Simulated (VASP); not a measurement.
The system is In.

```
CELL_PARAMETERS angstrom
-1.69471 1.69471 2.29737
1.69471 -1.69471 2.29737
1.69471 1.69471 -2.29737
ATOMIC_POSITIONS crystal
In 0.00000 0.00000 0.00000
```

| Quantity | Value |
| --- | --- |
| Program | VASP 6.6.1 |
| Task | relaxation of cell and atoms |
| Functional | PBEsol |
| Potentials or basis | VASP PAW PBE potentials, release 64 (In_d) |
| Cutoff | 480 eV |
| k mesh | 18 × 18 × 18 |
| Occupations | gaussian, width 0.1 eV |
| Spin | no spin polarisation |

At the start: pressure -1.4 GPa; volume 26.39 Å³/atom.

Task: Where does the relaxation end?

Result: Over 29 steps the energy falls by 4.7 meV/atom and the volume is 25.58 Å³/atom (-3.1 %); space group Fm-3m (No. 225, to 0.05 Å).

Step by step:
| step | energy change (eV) | largest force (eV/Å) | pressure (GPa) | volume (Å³) |
| --- | --- | --- | --- | --- |
| 1 | 0.0000 | 0.0000 | -1.40 | 26.39 |
| 2 | -0.0038 | 0.0000 | 0.07 | 25.52 |
| 3 | -0.0038 | 0.0000 | -0.01 | 25.55 |
| 4 | -0.0039 | 0.0000 | 0.01 | 25.55 |
| 5 | -0.0042 | 0.0000 | 0.01 | 25.56 |
| 6 | -0.0046 | 0.0000 | -0.02 | 25.58 |
| 7 | -0.0046 | 0.0000 | -0.07 | 25.61 |
| 8 | -0.0047 | 0.0000 | 0.05 | 25.60 |
| 9 | -0.0047 | 0.0000 | -0.21 | 25.71 |
| 10 | -0.0047 | 0.0000 | -0.06 | 25.61 |
| 11 | -0.0047 | 0.0000 | -0.04 | 25.60 |
| 12 | -0.0047 | 0.0000 | -0.02 | 25.60 |
| 13 | -0.0047 | 0.0000 | -0.02 | 25.60 |
| 14 | -0.0047 | 0.0000 | -0.03 | 25.60 |
| 15 | -0.0047 | 0.0000 | -0.04 | 25.60 |
| 16 | -0.0047 | 0.0000 | -0.03 | 25.60 |
| 17 | -0.0047 | 0.0000 | -0.03 | 25.60 |
| 18 | -0.0047 | 0.0000 | -0.03 | 25.60 |
| 19 | -0.0047 | 0.0000 | -0.03 | 25.60 |
| 20 | -0.0047 | 0.0000 | -0.03 | 25.60 |
| 21 | -0.0047 | 0.0000 | -0.03 | 25.60 |
| 22 | -0.0047 | 0.0000 | -0.03 | 25.60 |
| 23 | -0.0047 | 0.0000 | -0.03 | 25.60 |
| 24 | -0.0047 | 0.0000 | -0.03 | 25.60 |
| 25 | -0.0047 | 0.0000 | -0.03 | 25.60 |
| 26 | -0.0047 | 0.0000 | -0.03 | 25.60 |
| 27 | -0.0047 | 0.0000 | 0.08 | 25.55 |
| 28 | -0.0047 | 0.0000 | 0.03 | 25.57 |
| 29 | -0.0047 | 0.0000 | 0.00 | 25.58 |

Final structure:
```
In
1.0
    -1.65490    1.65490    2.33488
     1.65490   -1.65490    2.33488
     1.65490    1.65490   -2.33488
In
1
Direct
  0.00000 0.00000 0.00000
```

Caveat: the PAW data sets were made with another functional, which shifts forces and pressure a little.
